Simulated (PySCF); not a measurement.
Task: Write Cartesian coordinates for InChI=1S/C4H9NO/c1-3-6-4-2-5-1/h5H,1-4H2 as optimised with PBE0-D3(BJ)/def2-SVP.

Result: 
```
atom  x, y, z in Å
C1    -0.999    0.880    0.378
C2    -1.211   -0.089   -0.777
O3    -0.011   -0.324   -1.469
C4     0.999   -0.819   -0.627
C5     1.268    0.136    0.528
N6     0.064    0.459    1.273
H7    -1.933    1.014    0.947
H8    -0.729    1.868   -0.037
H9    -1.620   -1.047   -0.387
H10   -1.931    0.309   -1.509
H11    0.708   -1.814   -0.224
H12    1.896   -0.961   -1.251
H13    1.684    1.075    0.120
H14    2.025   -0.284    1.210
H15   -0.239   -0.358    1.801
```

Any rigid rotation of these coordinates is as good. Atoms count from 1 in this order. The 6-membered ring C1–C2–O3–C4–C5–N6 has internal angles of 110.8° to 112.7° (sum 670°, against 720° for a flat polygon); it is puckered, 0.21 Å rms from its mean plane, widest ring torsion 58°. N6 (secondary amine nitrogen) is pyramidal (angles 110.8°, 109.6° and 109.5°, sum 329.8°, 0.41 Å off the plane of its three neighbours). Of the pairs four or more bonds apart, H9···H11 is among the closest relative to their van der Waals radii: 2.46 Å, 102 % of the sum of Bondi's values.

Bonds between heavy atoms (Å): C1–C2 1.523, C2–O3 1.405, O3–C4 1.405, C4–C5 1.523, C5–N6 1.452, C1–N6 1.452.

Method: PySCF 2.14.0, PBE0-D3(BJ)/def2-SVP geometry optimisation, gas phase.

Point group: Cs (every atom within 0.08 Å of its image). No PBE0-D3(BJ)/def2-SVP frequencies stand behind this structure, so it isn't proved a minimum. The numbers are those of one conformer (N6–C1–C2–O3 -54°, C1–C2–O3–C4 57°, C2–O3–C4–C5 -58°, O3–C4–C5–N6 54°).
